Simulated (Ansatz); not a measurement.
`C=C[SiH3]` + `CC[C@@]12[C@H]3[C@H]4[C@H]5[C@@H]1[Ti]4532([F])([O]C)[N](C)C` → `C[O][Ti]1234([F])([N](C)C)[C@@H]5[C@H]1[C@H]2[C@@]3([SiH3])[C@@H]54` + `C=CCC`  (formal exchange of groups at the Si–C bond)

Program: Ansatz. Geometries: PBE0-D4/def2-TZVP. ΔE: electronic, gas phase. CBS: MP2 limit from def2 TZ/QZ plus the TZ coupled-cluster correction, frozen cores. Functionals use def2-TZVPP. HSE06 is defined as in plane-wave codes. For Ti outer-core shells are correlated without core-valence functions, which leaves a few kJ/mol of doubt a bond. Scalar relativity is left out up to krypton. One conformer a species, not always the lowest.

`C=C[SiH3]`:

Cartesian coordinates in Å:
```
C 0.779 -1.215 0.549
C 0.403 -0.415 -0.445
Si -0.726 1.042 -0.205
H 0.440 -1.056 1.569
H 1.440 -2.063 0.391
H 0.779 -0.628 -1.445
H -0.055 2.306 -0.613
H -1.105 1.128 1.231
H -1.956 0.901 -1.031
```

`CC[C@@]12[C@H]3[C@H]4[C@H]5[C@@H]1[Ti]4532([F])([O]C)[N](C)C`:

Z-matrix (Å, degrees):
```
Ti
C 1 2.944
C 1 2.355 2 82.9
O 1 1.820 2 83.9 3 122.4
N 1 1.893 2 24.0 3 -104.1
C 1 2.895 2 48.6 3 -91.6
C 1 2.378 2 110.3 3 -21.6
C 1 2.403 2 125.1 3 41.3
F 1 1.801 2 123.8 3 -129.2
C 1 2.882 2 78.1 3 144.9
C 1 2.430 2 140.3 3 -0.8
C 1 2.360 2 91.2 3 33.8
H 2 1.099 1 134.3 3 156.3
H 2 1.092 1 80.5 3 -97.6
H 2 1.102 1 112.5 3 8.1
H 3 1.080 1 118.1 2 -19.9
H 6 1.099 1 134.4 2 -68.1
H 6 1.102 1 113.5 2 83.5
H 6 1.092 1 78.4 2 -171.4
H 7 1.082 1 117.7 2 -81.6
H 8 1.079 1 117.9 2 107.3
H 10 1.097 1 88.1 2 38.7
H 10 1.096 1 102.2 2 146.6
H 10 1.095 1 137.9 2 -77.5
C 11 1.494 1 121.1 2 -156.9
H 12 1.080 1 117.0 2 46.7
C 25 1.518 11 114.4 1 -71.9
H 25 1.097 11 108.4 1 165.5
H 25 1.094 11 108.4 1 50.6
H 27 1.092 25 110.9 11 59.5
H 27 1.093 25 111.6 11 -61.1
H 27 1.092 25 110.6 11 179.2
```

`C[O][Ti]1234([F])([N](C)C)[C@@H]5[C@H]1[C@H]2[C@@]3([SiH3])[C@@H]54`:

```xyz
29

C     0.071   -0.947    3.256
O    -0.455   -1.191    1.981
Ti   -0.487   -0.047    0.570
F    -1.177    1.516    1.109
N     1.346    0.392    0.455
C     2.391   -0.596    0.451
C     1.778    1.674   -0.042
C    -2.164   -1.544   -0.347
C    -0.898   -1.937   -0.838
C    -0.404   -0.894   -1.641
C    -1.350    0.167   -1.646
Si   -1.203    1.764   -2.581
C    -2.441   -0.262   -0.841
H     1.033   -0.422    3.200
H    -0.616   -0.334    3.850
H     0.219   -1.899    3.776
H     2.758   -0.804   -0.567
H     2.036   -1.535    0.881
H     3.253   -0.255    1.042
H     2.124    1.616   -1.085
H     2.612    2.059    0.561
H     0.967    2.403    0.011
H    -2.775   -2.108    0.343
H    -0.386   -2.857   -0.599
H     0.547   -0.886   -2.154
H    -1.543    2.927   -1.722
H    -2.119    1.764   -3.754
H     0.194    1.902   -3.072
H    -3.310    0.332   -0.598
```

`C=CCC`:

Z-matrix (Å, degrees):
```
C
C 1 1.492
C 1 1.525 2 112.5
H 1 1.094 2 109.5 3 122.8
H 1 1.097 2 109.0 3 -120.9
C 2 1.325 1 125.3 3 -120.1
H 2 1.090 1 115.8 3 59.0
H 3 1.093 1 111.1 2 -58.0
H 3 1.092 1 111.2 2 -178.0
H 3 1.092 1 110.9 2 61.6
H 6 1.086 2 121.3 1 -0.7
H 6 1.084 2 121.7 1 179.5
```

Q: Is it downhill or uphill in electronic energy at CCSD(T)/CBS, and by how much? (Estimate.)

A: The calculation gave: Downhill: ΔE = -4.1 kJ/mol.

Q: What do these levels give: HSE06-D4, CAM-B3LYP-D4, RPA@PBE/def2-TZVPP, MP2/def2-SVP, CCSD/def2-SVP, MP2/def2-QZVPP? (Best estimate.)

A: The calculation gave: HSE06-D4 -5.5, CAM-B3LYP-D4 -5.1, RPA@PBE/def2-TZVPP -3.1, MP2/def2-SVP -1.9, CCSD/def2-SVP -1.4, MP2/def2-QZVPP -4.0 kJ/mol.

Largest T1 diagnostic among the species: 0.021, so the coupled-cluster value is less sure than usual.

Leaving LDA and LC-ωPBE aside and taking each functional with its dispersion term where it has one, the values, not all of them listed here, spread over 5.1 kJ/mol, from BLYP-D4 to B97M-V.
